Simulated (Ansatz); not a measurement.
The system is Sb.

```xyz
1
Lattice="3.2032 0.0177 0.0331 0.0177 3.1431 -0.0109 0.0331 -0.0109 3.1346" Properties=species:S:1:pos:R:3 pbc="T T T"
Sb    0.0000    0.0000    0.0000
```

The cell isn't the ideal one: cell strained at random at fixed volume.

| Item | Value |
| --- | --- |
| Program | Ansatz 0.2.0 |
| Task | relaxation of cell and atoms |
| Functional | PBEsol |
| Dispersion | D3(BJ)+ATM |
| Potentials or basis | all-electron LAPW, point nuclei |
| Basis error allowed | 0.002 eV/atom |
| k mesh | 6 × 6 × 6 |
| Occupations | fermi-dirac, width 0.15 eV |
| Spin | spin-orbit coupling, no magnetisation |

At the start: volume 31.55 Å³/atom.

How do energy, volume and symmetry change on relaxing?

Over 6 steps the energy falls by 83.0 meV/atom and the volume is 27.79 Å³/atom (-11.9 %); space group Pm-3m (No. 221, to 0.05 Å).

The path:
| step | energy change (eV) | largest force (eV/Å) | volume (Å³) |
| --- | --- | --- | --- |
| 1 | 0.0000 | 0.0000 | 31.55 |
| 2 | -0.0814 | 0.0000 | 27.53 |
| 3 | -0.0826 | 0.0000 | 27.84 |
| 4 | -0.0830 | 0.0000 | 27.82 |
| 5 | -0.0830 | 0.0000 | 27.79 |
| 6 | -0.0830 | 0.0000 | 27.79 |

Final structure:
```
Sb
1.0
     3.02907    0.00010    0.00018
     0.00010    3.02871   -0.00011
     0.00018   -0.00011    3.02877
Sb
1
Direct
  0.00000 0.00000 0.00000
```
